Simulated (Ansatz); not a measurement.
# Sr

```xyz
2
Lattice="4.2696 0.0000 0.0000 -2.1348 3.6976 0.0000 0.0000 0.0000 6.9987" Properties=species:S:1:pos:R:3 pbc="T T T"
Sr    0.0000    2.4651    1.7497
Sr    2.1348    1.2325    5.2490
```

Atom numbers follow the list: Sr1, Sr2.

The conventional cell has a = 4.270 Å, b = 4.270 Å, c = 6.999 Å, α = 90.00°, β = 90.00°, γ = 120.00°. Around Sr (atom 1) lie 12 Sr at 4.27 to 4.28 Å.

The cell was built from the hcp type and relaxed in the same program, and has space group P6_3/mmc; it needn't be a known or the stable phase.

Computed with DFT, PBE, all-electron LAPW, scalar-relativistic in Ansatz 0.2.0.

Settings: a Γ-centred 11×11×6 k mesh, Fermi–Dirac smearing of 0.08 eV, basis error target 1 meV/atom, no spin polarisation.

| Property | Result |
| --- | --- |
| Band gap | none at this level of theory (metallic, semimetallic, or a small gap that the functional closes) |
| Density of states at the Fermi level (0.2 eV bin) | 1.26 states/eV per cell |
| Volume per atom | 55.25 Å³ |
| Pressure at this cell | 0.01 GPa |
